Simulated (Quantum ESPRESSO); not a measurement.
HfO2:

```
Hf O
1.0
     4.81353    0.00000    0.00000
     0.00000    4.81353    0.00000
     0.00000    0.00000    3.20542
Hf O
2 4
Direct
  0.50000 0.50000 0.50000
  0.00000 0.00000 0.00000
  0.80504 0.19496 0.50000
  0.69496 0.69496 0.00000
  0.30504 0.30504 0.00000
  0.19496 0.80504 0.50000
```

Measurements of this composition are mostly on another form, of space group No. 14.

```yaml
Program: Quantum ESPRESSO 7.5
Task: single point
Functional: PBE
Potentials_or_basis: SSSP 1.3 efficiency PBE
Cutoff: 816 eV
Density_cutoff: 5987 eV
k_mesh: 6 × 6 × 8
Occupations: fermi-dirac, width 0.05 eV
Spin: no spin polarisation
```

On this cell: pressure 6.6 GPa; largest force 0.049 eV/Å; band gap on the k mesh 4.03 eV, direct.

The same run follows on a disturbed copy (atoms moved at random, drawn with an rms of 0.05 Å):

```xyz
6
Lattice="4.8135 0.0000 0.0000 0.0000 4.8135 0.0000 0.0000 0.0000 3.2054" Properties=species:S:1:pos:R:3 pbc="T T T"
Hf    2.3618    2.3975    1.6311
Hf    0.0190   -0.0134   -0.0428
O     3.8746    0.9599    1.6346
O     3.3093    3.3253    0.0054
O     1.5059    1.4627    0.0264
O     0.9253    3.8522    1.6416
```

Question: What changes?

Answer: The energy moves by +17.5 meV/atom; pressure 7.6 GPa; largest force 1.232 eV/Å; band gap on the k mesh 4.02 eV, direct.

Forces on the atoms (eV/Å):
```
Hf   1.089  0.026 -0.133
Hf  -1.011  0.257  0.654
O    0.420 -0.396 -0.207
O    0.609  0.706  0.242
O   -0.923 -0.814 -0.052
O   -0.183  0.221 -0.505
```

Stress tensor (GPa, compression positive):
```
 6.74 -1.10 -0.14
-1.10  6.97  0.94
-0.14  0.94  9.22
```

Caveats: spin-orbit coupling is left out, which moves the levels of the heavy elements.

A k mesh can miss the band edges.
